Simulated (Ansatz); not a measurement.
**HfO2 under changes of volume**

One of the cells (11.152 Å³/atom); the others are scaled copies at fixed shape and fractional positions:

```
Hf O
1.0
     0.00000    2.55750    2.55750
     2.55750    0.00000    2.55750
     2.55750    2.55750    0.00000
Hf O
1 2
Direct
  0.00000 0.00000 0.00000
  0.75000 0.75000 0.75000
  0.25000 0.25000 0.25000
```

Measurements of this composition are mostly on another form, of space group No. 14.

| Item | Value |
| --- | --- |
| Program | Ansatz 0.2.0 |
| Functional | LDA |
| Potentials or basis | all-electron LAPW, scalar-relativistic |
| Cutoff | 343 eV (chosen from the basis error) |
| Basis error allowed | 0.002 eV/atom |
| k mesh | 9 × 9 × 9 |
| Occupations | fermi-dirac, width 0.05 eV |
| Spin | no spin polarisation |

```csv
volume (Å³/atom),energy over the lowest point (meV/atom),pressure (GPa),gap on the mesh (eV)
10.483,0.00,-1.4,3.76
10.706,5.97,-7.0,3.71
10.929,19.28,-12.0,3.66
11.152,39.17,-16.5,3.61
11.375,64.93,-20.5,3.56
11.598,?,?,?
11.821,131.63,-27.2,3.46
```

Q: What does the run at 11.598 Å³/atom give?

A: Energy over the lowest point 95.93 meV/atom; pressure -24.0 GPa; gap on the mesh 3.51 eV.

Worked out: A Birch-Murnaghan fit of order 3 (a polynomial in V^(-2/3)) to the other rows has its minimum at 10.43 Å³/atom, just outside them, with B0 = V·E''(V) = 284 GPa and B' = 4.3. It gives 95.94 meV/atom at 11.598 Å³/atom, against the run's 95.93, and -dE/dV = -24.0 GPa, against -24.0. A straight line through the other rows of the gap, of slope -2.5 eV per unit of ln V, gives 3.51 eV, against the run's 3.51.

Energies are extrapolated to zero smearing.

Caveats: spin-orbit coupling is left out, which moves the levels of the heavy elements; an odd mesh through Γ misses points on the zone boundary, where band edges often lie.
